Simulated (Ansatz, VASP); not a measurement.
# SiC: VASP beside Ansatz

The input INCAR:

```
SYSTEM = SiC
PREC = Accurate ; ENCUT = 520
EDIFF = 1E-6 ; ISMEAR = 0
SIGMA = 0.014 ; LREAL = .False.
LASPH = .True. ; NELM = 100
ALGO = Normal ; ISIF = 2
LWAVE = .False. ; LCHARG = .True.
GGA = PE ; LELF = .True.
LVHAR = .True.
```

File KPOINTS:

```
Automatic mesh
0
Gamma
  10 10 3
  0 0 0
```

The input POSCAR:

```
SiC
1.0
    3.0756941497      0.0000000000      0.0000000000
   -1.5378470748      2.6636292679      0.0000000000
    0.0000000000      0.0000000000     10.0706464800
Si C
4 4
Direct
    0.0000000000      0.0000000000      0.1878943800
    0.0000000000      0.0000000000      0.6878943800
    0.3333333333      0.6666666667      0.4378419800
    0.6666666667      0.3333333333      0.9378419800
    0.0000000000      0.0000000000      0.0004600500
    0.0000000000      0.0000000000      0.5004600500
    0.3333333333      0.6666666667      0.2498025900
    0.6666666667      0.3333333333      0.7498025900
```

The input input.yaml:

```yaml
crystal:
  lattice:
    - [3.0756941497, 0.0, 0.0]
    - [-1.5378470748, 2.6636292679, 0.0]
    - [0.0, 0.0, 10.07064648]
  atoms:
    - { symbol: Si, position: [0.0, 0.0, 0.18789438] }
    - { symbol: Si, position: [0.0, 0.0, 0.68789438] }
    - { symbol: Si, position: [0.3333333333, 0.6666666667, 0.43784198] }
    - { symbol: Si, position: [0.6666666667, 0.3333333333, 0.93784198] }
    - { symbol: C, position: [0.0, 0.0, 0.00046005] }
    - { symbol: C, position: [0.0, 0.0, 0.50046005] }
    - { symbol: C, position: [0.3333333333, 0.6666666667, 0.24980259] }
    - { symbol: C, position: [0.6666666667, 0.3333333333, 0.74980259] }
hamiltonian:
  xc: pbe
  pseudopotentials: { kind: paw }
kpoints:
  mp_grid: { grid: [10, 10, 3] }
scf:
  occupations: { method: gaussian, width: 0.014 }
output:
  forces: true
  stress: true
  eigenvalues: true
```

The cell is a database's computed one.

Alike in both runs: task single point; functional PBE; k mesh 10 × 10 × 3; occupations gaussian, width 0.014 eV; no spin polarisation.

|  | VASP | Ansatz |
| --- | --- | --- |
| version | VASP 6.6.1 | Ansatz 0.2.0 |
| potentials or method | VASP PAW PBE potentials, release 64 (Si, C) | Ansatz PAW |
| plane-wave cutoff (eV) | 520 | 420 |
| valence electrons in the cell | 32 | 32 |

```tsv
	VASP	Ansatz	Ansatz less VASP
gap on the k mesh at the Fermi level (eV)	2.23	2.23	+0.001
least direct gap on the mesh (eV)	3.35	3.35	+0.002
pressure (GPa)	3.9	3.9	+0.06
largest component of the traceless stress (GPa)	0.09	0.09	+0.003
```

The functional is the same, so the differences come from potentials, cutoffs and numerics.

Caveats: an odd mesh through Γ misses points on the zone boundary, where band edges often lie (VASP); odd divisions of the mesh miss points on the zone boundary, where band edges often lie, so the gap on the mesh can be too wide (Ansatz). Expect the measured gap to be larger: semilocal functionals such as PBE lack the derivative discontinuity.
